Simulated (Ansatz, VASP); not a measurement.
# CaO (Lime): VASP beside Ansatz

Wanted: the spread between two codes on one cell, functional and k mesh. The cell is taken from a series of VASP runs on this material, whose earlier steps may have relaxed, scaled or displaced it; both programs get it as it stands.

Program: Ansatz 0.2.0. Level of theory: plane waves, with VASP 6.6.1 beside it; relaxation of cell and atoms at PBEsol and relaxation of cell and atoms at r2SCAN with rVV10. Results are calculated unless marked as measured.

**1. Set-up**

It takes space group Fm-3m (No. 225, cubic). Conventional cell: a = 4.776 Å, b = 4.776 Å, c = 4.776 Å, α = 90.00°, β = 90.00°, γ = 90.00°. Nearest to Ca lie 6 O at 2.39 Å. Nearest to O lie 6 Ca at 2.39 Å. Farther neighbours and most contacts between anions are not listed.

Structure file:

```cif
data_structure
_symmetry_space_group_name_H-M 'P 1'
_symmetry_Int_Tables_number 1
_cell_length_a 3.3772
_cell_length_b 3.3772
_cell_length_c 3.3772
_cell_angle_alpha 60.000
_cell_angle_beta 60.000
_cell_angle_gamma 60.000
_cell_volume 27.24
loop_
_atom_site_label
_atom_site_type_symbol
_atom_site_fract_x
_atom_site_fract_y
_atom_site_fract_z
_atom_site_occupancy
Ca1 Ca 0.00000 0.00000 0.00000 1
O2 O 0.50000 0.50000 0.50000 1
```

**2. VASP: relaxation of cell and atoms, PBEsol**

The relaxed volume is the usual yardstick between codes: its relative difference is about their pressure difference at one cell divided by the bulk modulus.

Lines of VASP's logs that name or quote its potential files are left out, and so is its time.

INCAR

```
SYSTEM = CaO
PREC = Accurate
ENCUT = 520
EDIFF = 1E-06
NELM = 100
ISMEAR = 0
SIGMA = 0.03
LREAL = .FALSE.
ALGO = Normal
GGA = PS
NBANDS = 14
LORBIT = 11
LWAVE = .FALSE.
LCHARG = .FALSE.
KPAR = 4
IBRION = 2
NSW = 50
ISIF = 3
EDIFFG = -0.006
```

POSCAR

```
CaO
1.0
    0.0000000000      2.3880391546      2.3880391546
    2.3880391546      0.0000000000      2.3880391546
    2.3880391546      2.3880391546      0.0000000000
Ca O
1 1
Direct
    0.0000000000      0.0000000000      0.0000000000
    0.5000000000      0.5000000000      0.5000000000
```

KPOINTS

```
Automatic mesh
0
Gamma
8 8 8
0 0 0
```

The projector-augmented-wave data sets are Ca_sv and O (PBE family, release 64).

Command:

```sh
$ mpirun -np 4 vasp_std
```

Numbers of over 12 decimals in the logs are rounded to 6 here.

What it wrote:

```text
[banner, memory and clock lines left out]
running    4 mpi-ranks, on    1 nodes
 distrk:  each k-point on    1 cores,    4 groups
 distr:  one band on    1 cores,    1 groups

 POSCAR found type information on POSCAR CaO
 POSCAR found :  2 types and       2 ions
|                                                                             |
|               ----> ADVICE to this user running VASP <----                  |
|                                                                             |
|     You enforced a specific xc type in the INCAR file but a different       |
|     [... a line on the potential file left out ...]
|     I HOPE YOU KNOW WHAT YOU ARE DOING!                                     |
|                                                                             |

 LDA part: xc-table for (Slater+PW92), standard interpolation
 POSCAR, INCAR and KPOINTS ok, starting setup
 FFT: planning ... GRIDC
 FFT: planning ... GRID_SOFT
 FFT: planning ... GRID
 WAVECAR not read
 entering main loop
       N       E                     dE             d eps       ncg     rms          rms(c)
DAV:   1     0.128538721078E+03    0.12854E+03   -0.83832E+03   812   0.117E+03
DAV:   2    -0.883125443772E+01   -0.13737E+03   -0.12872E+03   992   0.306E+02
DAV:   3    -0.147593954524E+02   -0.59281E+01   -0.58903E+01   948   0.667E+01
DAV:   4    -0.149298217782E+02   -0.17043E+00   -0.17032E+00  1152   0.995E+00
DAV:   5    -0.149324599541E+02   -0.26382E-02   -0.26378E-02   976   0.103E+00    0.807E+00
DAV:   6    -0.134939522121E+02    0.14385E+01   -0.48959E+00   882   0.223E+01    0.354E+00
DAV:   7    -0.134264813733E+02    0.67471E-01   -0.47237E-01  1008   0.698E+00    0.175E+00
DAV:   8    -0.134115975638E+02    0.14884E-01   -0.69243E-02   984   0.285E+00    0.320E-01
DAV:   9    -0.134108204176E+02    0.77715E-03   -0.76444E-03  1016   0.642E-01    0.116E-01
DAV:  10    -0.134112623206E+02   -0.44190E-03   -0.78594E-04   880   0.369E-01    0.766E-02
DAV:  11    -0.134111936110E+02    0.68710E-04   -0.92788E-05  1026   0.143E-01    0.703E-03
DAV:  12    -0.134111930077E+02    0.60327E-06   -0.13681E-05   924   0.417E-02    0.579E-03
DAV:  13    -0.134111927877E+02    0.22002E-06   -0.11135E-06   638   0.132E-02
   1 F= -.13411193E+02 E0= -.13411193E+02  d E =-.134112E+02
 curvature:   0.00 expect dE= 0.000E+00 dE for cont linesearch  0.000E+00
 trial: gam= 0.00000 g(F)=  0.284E-59 g(S)=  0.297E-06 ort = 0.000E+00 (trialstep = 0.100E+01)
 search vector abs. value=  0.297E-06
 reached required accuracy - stopping structural energy minimisation
```

OUTCAR, selected parts (step 2):

```text
ion  position               nearest neighbor table
   1  0.000  0.000  0.000-   2 2.39   2 2.39   2 2.39   2 2.39   2 2.39   2 2.39
   2  0.500  0.500  0.500-   1 2.39   1 2.39   1 2.39   1 2.39   1 2.39   1 2.39

  LATTYP: Found a face centered cubic cell.
 ALAT       =     4.7760783092

 Subroutine GETGRP returns: Found 48 space group operations
 (whereof 48 operations were pure point group operations)

The static configuration has the point symmetry O_h .

 Found     29 irreducible k-points:

   k-points           NKPTS =     29   k-points in BZ     NKDIM =     29   number of bands    NBANDS=     14

   dimension x,y,z NGX =    28 NGY =   28 NGZ =   28
   dimension x,y,z NGXF=    56 NGYF=   56 NGZF=   56

   ENCUT  =  520.0 eV  38.22 Ry    6.18 a.u.   6.28  6.28  6.28*2*pi/ulx,y,z

   NELECT =      16.0000    total number of electrons

 k-points in reciprocal lattice and weights: Automatic mesh
   0.00000000  0.00000000  0.00000000       0.002
   0.12500000  0.00000000  0.00000000       0.016
   0.25000000  0.00000000  0.00000000       0.016
   0.37500000  0.00000000  0.00000000       0.016
   0.50000000  0.00000000  0.00000000       0.008
   0.12500000  0.12500000  0.00000000       0.012
   0.25000000  0.12500000  0.00000000       0.047
   0.37500000  0.12500000  0.00000000       0.047
   0.50000000  0.12500000  0.00000000       0.047
[...]
-0.37500000  0.50000000  0.12500000       0.023
  -0.25000000  0.50000000  0.25000000       0.012

 average (electrostatic) potential at core
       1 -43.6098       2 -70.1335

 E-fermi :   2.5046

 k-point     1 :       0.0000    0.0000    0.0000
  band No.  band energies     occupation
    ...
      4     -15.8334      2.00000
      5     -13.1784      2.00000
      6       2.3029      2.00000
      7       2.3029      2.00000
      8       2.3029      2.00000
      9       7.0207      0.00000
     10       8.5400      0.00000
     11       8.5400      0.00000
     12       8.5400      0.00000
     13      10.1112      0.00000
    ...

 k-point     2 :       0.1250    0.0000    0.0000
  band No.  band energies     occupation
    ...
      4     -15.8420      2.00000
      5     -12.9238      2.00000
      6       1.7464      2.00000
      7       2.0813      2.00000
      8       2.0813      2.00000
      9       7.7171      0.00000
     10       8.4935      0.00000
     11       8.8160      0.00000
     12       8.8160      0.00000
     13      10.4966      0.00000
    ...

 k-point     3 :       0.2500    0.0000    0.0000
  band No.  band energies     occupation
    ...
      4     -15.8627      2.00000
      5     -12.4246      2.00000
      6       0.7086      2.00000
      7       1.6088      2.00000
      8       1.6088      2.00000
      9       8.5523      0.00000
     10       9.1983      0.00000
     11       9.5419      0.00000
     12       9.5419      0.00000
     13      11.4223      0.00000
    ...

  Total       -0.0020249     -0.0020249     -0.0020249      0.0000000      0.0000000     -0.0000000
  in kB       -0.1191104     -0.1191104     -0.1191104      0.0000000      0.0000000     -0.0000000
  external PRESSURE =      -0.1191104 kB  Pullay stress =       0.0000000 kB

  energy-cutoff  :      520.00
  volume of cell :       27.24
      direct lattice vectors                 reciprocal lattice vectors
     0.000000000  2.388039155  2.388039155    -0.209376801  0.209376801  0.209376801
     2.388039155  0.000000000  2.388039155     0.209376801 -0.209376801  0.209376801
     2.388039155  2.388039155  0.000000000     0.209376801  0.209376801 -0.209376801

 POSITION                                       TOTAL-FORCE (eV/Angst)
 -----------------------------------------------------------------------------------
      0.00000      0.00000      0.00000         0.000000      0.000000     -0.000000
      2.38804      2.38804      2.38804        -0.000000     -0.000000      0.000000
 -----------------------------------------------------------------------------------
    total drift:                                0.000000      0.000000      0.000000

  FREE ENERGIE OF THE ION-ELECTRON SYSTEM (eV)
  ---------------------------------------------------
  free  energy   TOTEN  =       -13.4111927877 eV

  energy  without entropy=      -13.4111927877  energy(sigma->0) =      -13.41119279

 reached required accuracy - stopping structural energy minimisation

 total charge
# of ion       s       p       d       tot
------------------------------------------
    1        2.043   5.882   0.313   8.238
    2        1.546   3.438   0.000   4.984
--------------------------------------------------
tot          3.589   9.320   0.313  13.222

[... 3 further parts left out ...]
```

CONTCAR:

```
CaO
   1.00000000000000
     0.0000000000000000    2.3880391545999999    2.3880391545999999
     2.3880391545999999    0.0000000000000000    2.3880391545999999
     2.3880391545999999    2.3880391545999999    0.0000000000000000
  Ca              O
     1     1
Direct
     0.0000000000000000    0.0000000000000000    0.0000000000000000
     0.5000000000000000    0.5000000000000000    0.5000000000000000
```

**3. Ansatz: relaxation of cell and atoms, PBEsol**

Ansatz runs on its default PAW (the set named soft_2) files.

The same cell, functional, mesh and smearing now go to Ansatz, which takes its cutoff from its data sets.

input.yaml

```yaml
crystal:
  lattice:
    - [0.0, 2.3880391546, 2.3880391546]
    - [2.3880391546, 0.0, 2.3880391546]
    - [2.3880391546, 2.3880391546, 0.0]
  atoms:
    - { symbol: Ca, position: [0.0, 0.0, 0.0] }
    - { symbol: O, position: [0.5, 0.5, 0.5] }
hamiltonian:
  xc: pbesol
  pseudopotentials: { kind: paw }
kpoints:
  mp_grid: { grid: [8, 8, 8] }
scf:
  occupations: { method: gaussian, width: 0.03 }
relax:
  f_tol: 0.01
  max_steps: 60
  cell: { stress_tol: 0.05 }
output:
  forces: true
  stress: true
  write_density: true
  write_potential: true
  elf: true
  volumetric_format: npy
```

Command:

```sh
$ ansatz run input.yaml --threads 4 --pin off --max-ram 9216MiB --backend cpu --events-out ev --progress --plain --runs-dir out
```

What it wrote:

```text
Engine: ansatz 0.2.0, aarch64-unknown-linux-gnu
Pseudopotentials: kind: paw
Pseudopotential: Ca, paw, valence charge 10, recommended cutoff 420 eV (normal), Ca.paw.azcp
Pseudopotential: O, paw, valence charge 6, recommended cutoff 420 eV (normal), O.paw.azcp
Functional definition: PBEsol
  exchange = pbesol_x
  correlation = pbesol_c
Crystal: 2 atoms, lattice volume = 27.237 Å³
Basis set: ecut = 420 eV, 531 PW (Γ), exchange–correlation on 48×48×48 points (8 copies of the dense FFT grid, shifted against one another)
Bands: 12, of which v1, the nominal top of the filled ones, is band 8 counted from 1 (7 counted from 0)
Symmetry: 48 space group operations
Space group: Fm-3m (ITA 225), of the structure as read, at distance tolerance 3.0e-5 Å
k-points: 29 of 512
Non-local potential: Ca, projectors of the file, l = 0: 3, l = 1: 2, l = 2: 2
Non-local potential: O, projectors of the file, l = 0: 2, l = 1: 2, l = 2: 1
PAW form: soft (Blöchl's): semilocal exchange-correlation on the pseudo side does not see the compensation charge
PAW frozen core: Ca, regenerated for the run's functional, and the local potential with it (the file was generated under x = pbe(κ = 0.804, μ = 0.219515), c = pbe(β = 0.066725))
PAW frozen core: O, regenerated for the run's functional, and the local potential with it (the file was generated under x = pbe(κ = 0.804, μ = 0.219515), c = pbe(β = 0.066725))
PAW one-centre angular grid: Ca, 110 points (default); XC on 64 Gauss nodes
PAW one-centre angular grid: O, 110 points (default); XC on 64 Gauss nodes
Initial density: superposition of atomic densities (neutral atoms: chi_scale 0, normalization atom), corrected by the library's trained network
Initial wavefunctions: pseudopotential atomic-orbital guess
Functional: x = pbesol(κ = 0.804, μ = 0.123457), c = pbesol(β = 0.046)
SCF iter   1: F=—  HF=-2358.118174 eV  |F-HF|=—  |Δ(HF+E_count)|=         —  Δρ=1.41e-2  dr2=4.86e-2  ethr=1.77e-3  ⟨swp⟩=7.1  Hψ=2419  notcnv=0
preconditioner: auto → none  [insulator: Δε(μ)=3.334 eV  Ē_g=18.006 eV  σ=0.030 eV  W_gap=1.00  n_scr=8 (ndim 8)  ℏωp=26.6 eV  f_vac=0.000  D(μ)=0.00/eV (n_scr^D=0)  ε∞_Penn≈3.2]
SCF iter   2: F=—  HF=-2358.111664 eV  |F-HF|=—  |Δ(HF+E_count)|=   6.51e-3  Δρ=1.12e-2  dr2=2.87e-2  ethr=3.04e-4  ⟨swp⟩=2.0  Hψ=803  notcnv=0
SCF iter   3: F=—  HF=-2358.104707 eV  |F-HF|=—  |Δ(HF+E_count)|=   6.96e-3  Δρ=1.36e-3  dr2=4.72e-4  ethr=1.79e-4  ⟨swp⟩=2.0  Hψ=551  notcnv=0
SCF iter   4: F=—  HF=-2358.104627 eV  |F-HF|=—  |Δ(HF+E_count)|=   7.98e-5  Δρ=4.37e-4  dr2=2.16e-5  ethr=2.95e-6  ⟨swp⟩=2.0  Hψ=649  notcnv=0
SCF iter   5: F=—  HF=-2358.104637 eV  |F-HF|=—  |Δ(HF+E_count)|=   1.02e-5  Δρ=1.88e-4  dr2=9.62e-6  ethr=1.35e-7  ⟨swp⟩=2.0  Hψ=464  notcnv=0
SCF iter   6: F=—  HF=-2358.104635 eV  |F-HF|=—  |Δ(HF+E_count)|=   1.77e-6  Δρ=6.10e-5  dr2=1.01e-6  ethr=6.01e-8  ⟨swp⟩=2.0  Hψ=396  notcnv=0
SCF iter   7: F=-2358.104635 eV  HF=-2358.104635 eV  |F-HF|=2.17e-8  |Δ(HF+E_count)|=   1.98e-7  Δρ=1.03e-5  dr2=2.88e-8  ethr=6.25e-10  ⟨swp⟩=5.5  Hψ=1843  notcnv=0
SCF 1 converged in 7 iterations: F = -2358.104635 eV  dr2 = 2.88e-8
  greatest PAW one-centre occupation: 0.996 electrons in one spin orbital (limit 2), on the Ca atom at site 0 (counted from 0), in its partial waves of l = 0
relax step   1: F+E_penalty+E_count = -2358.10463496 eV  Δ(F+E_penalty+E_count) = +0.000e0 eV  max|allowed force component| = 1.150e-29 eV/Å  Δτ_max = 0.0000 Å  P = -0.647 GPa  Ω = 27.237 Å³  (7 SCF iters, dr2 threshold 1.00e-7 eV, accepted)
[...]
relax step   2: F+E_penalty+E_count = -2358.10541679 eV  Δ(F+E_penalty+E_count) = -7.818e-4 eV  max|allowed force component| = 3.484e-30 eV/Å  Δτ_max = 0.0000 Å  P = +0.117 GPa  Ω = 27.063 Å³  energy of the carried Pulay correction = +4.918e-4 eV  (3 SCF iters, dr2 threshold 2.00e-7 eV, accepted)
[...]
relax step   3: F+E_penalty+E_count = -2358.10535094 eV  Δ(F+E_penalty+E_count) = +6.585e-5 eV  max|allowed force component| = 8.349e-30 eV/Å  Δτ_max = 0.0000 Å  P = -0.002 GPa  Ω = 27.089 Å³  energy of the carried Pulay correction = +4.164e-4 eV  (4 SCF iters, dr2 threshold 3.44e-8 eV, accepted)
[...]
relax step   4: F+E_penalty+E_count = -2358.10489438 eV  Δ(F+E_penalty+E_count) = +4.566e-4 eV  max|allowed force component| = 5.489e-30 eV/Å  Δτ_max = 0.0000 Å  P = -0.029 GPa  Ω = 27.089 Å³  stress off target by 2.91e-2 GPa  SCF on the basis re-selected at this cell (its energy is not comparable with the rows above)  (5 SCF iters)
basis re-selected at this cell: Δ(F+E_penalty+E_count) = +4.566e-4 eV, ΔP = -0.027 GPa vs the last step (what re-selecting the basis moved, of the pressure what is left beyond the Pulay correction that the steps carried, after the strain that the cell walked since its last selection, with what the two solves' SCF thresholds leave and, on support functions, any second-order correction that the steps lacked; it is no m [...]
SCF converged after 5 iterations
Free energy (F): -2358.104894 eV
Harris-Foulkes:  -2358.104894 eV  (|F-HF|=1.55e-11)
Internal energy: -2358.104894 eV  (E = F + TS)
E sigma→0 (E₀):  -2358.104894 eV
Fermi energy:    9.582338 eV
--- Per-component energies (eV) ---
  E_band       = -96.885386
  E_kinetic    = 455.572303
  E_local      = -877.186278  (includes V_loc(G=0)·N_el)
  E_nonlocal   = 112.866385
  E_hartree    = 289.387297
  E_xc         = -210.707194
  E_vxc        = -266.544796  (∫ρ·V_xc dr)
  E_paw        = -989.035245  (= ΣΔE_a)
  E_vpaw       = -100.369994  (= ΣTr[D̂ρ^β])
  E_aug_tail   = 0.002397  (compensation charges beyond the density's cutoff)
  E_ewald      = -1139.158643
  E_core_change = 0.154082  (= ΣΔE_core)
  E_smearing   = -0.000000  (= −TS)
  E_closure    = 0.000000  (closes the sum)
  Σ components = -2358.104894   (vs F -2358.104894, Δ=0.00e0)
--- Forces (eV/Å), atoms counted from 1 ---
  atom   1  Ca    -0.00000000    -0.00000000    -0.00000000
  atom   2  O      0.00000000     0.00000000    -0.00000000
  max |Σ_I F_I| component: 7.95e-30 eV/Å
--- Stress (GPa, compression-positive) ---
       -0.029099      -0.000000       0.000000
        0.000000      -0.029099       0.000000
       -0.000000       0.000000      -0.029099
  P = ⅓ Tr σ = -0.0291 GPa (-0.291 kbar)
--- Band table (eV; the first three rows and the last of 29) ---
  k-point 0: bands = [... 4 lower, -7.6660, 7.8101, 7.8101, 7.8101, 12.5878, 14.0761, 14.0761, 14.0761]
  k-point 1: bands = [... 4 lower, -7.4081, 7.2553, 7.5889, 7.5889, 13.2839, 14.0277, 14.3523, 14.3523]
  k-point 2: bands = [... 4 lower, -6.9045, 6.2183, 7.1174, 7.1174, 14.0859, 14.7658, 15.0796, 15.0796]
  k-point 28: bands = [... 4 lower, -6.9735, 6.4742, 6.7360, 6.7360, 14.1516, 14.1516, 16.3934, 17.5837]
--- Relaxed structure (3 steps of the walk, 3 accepted, 1 SCFs on fresh bases) ---
  F+E_penalty+E_count = -2358.10489438 eV   max|allowed force component| = 5.489e-30 eV/Å   (the final SCF, on the basis selected at the relaxed cell)
  cell:  # Å, volume = 27.0895 Å³
    - [0, 2.383730, 2.383730]
    - [2.383730, 0, 2.383730]
    - [2.383730, 2.383730, 0]
  atoms:
    - { symbol: Ca, position: [0, 0, 0] }
    - { symbol: O, position: [0.5, 0.5, 0.5] }
```

It took 0.95 s on 4 threads of Arm Neoverse V2, shared host; peak memory 0.28 GiB; 2.7 s of CPU time.

**4. Side by side**

Known differences besides the potentials themselves: both relaxations stop at a tolerance, which leaves soft axes loose, and VASP keeps its plane-wave basis; the cutoff is 420 eV in Ansatz and 520 eV in VASP; Ansatz makes its cores anew for this functional, VASP keeps those of its PBE data sets; VASP leaves aspherical gradient terms in its spheres out (LASPH is not set), Ansatz keeps them; Ansatz adds a Pulay correction to the stress that steers its cell, VASP none. Total energies have different zeros and are not compared.

Compared:

| quantity | Ansatz | VASP | difference |
| --- | --- | --- | --- |
| volume (Å³) | 27.09 | 27.24 | -0.54 % |
| edge a after relaxation, in the typed setting (Å) | 3.371 | 3.377 | -0.18 % |

The walks stopped with -0.03 GPa left in Ansatz and -0.01 GPa in VASP; each walk ends within a tolerance, so the volume difference is uncertain by about these residues over the bulk modulus, most in soft cells.

[end of part 1 of 2]

[Lines on the potential files, build, host, timing and source positions are cut from VASP's logs without a mark.]

[Logs are printed without paths, hosts, clocks, repeated set-up lines and the standing remarks that a program may print on its own settings, such as how far it seeks lower states.]

[Hosts, paths, dates, database ids (printed as entryN), source tags and the programs' standing remarks are cut or masked in the printed files.]
